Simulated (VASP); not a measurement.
Energy against volume of AlSb (zinc blende). Method: PBE0 hybrid, VASP's PBE PAW potentials (set 64) (plane waves; VASP). Numerical set-up: 520 eV cut-off, 6×6×6 Γ-centred mesh, Gaussian smearing of 0.050 eV, potentials Al Sb.

```tsv
V (Å³/atom)	E (eV/atom)
27.532	-5.31973
28.439	-5.33334
29.347	-5.33530
30.255	-5.32738
```

**Question.** Fit these four points and predict the energy of the run at 31.162 Å³/atom.

**Answer.** A cubic in V^(−2/3), the third-order Birch-Murnaghan form, passes through the four points with V0 = 29.06 Å³/atom and B0 = 59 GPa, and gives -5.3111 eV/atom there. The run gave -5.3111 eV/atom, +0.0 meV/atom from the fit; all five points give B0 = 59 GPa.

The compound is AlSb in the zinc blende structure. It was relaxed first. The cell's shape comes from a PBE relaxation.
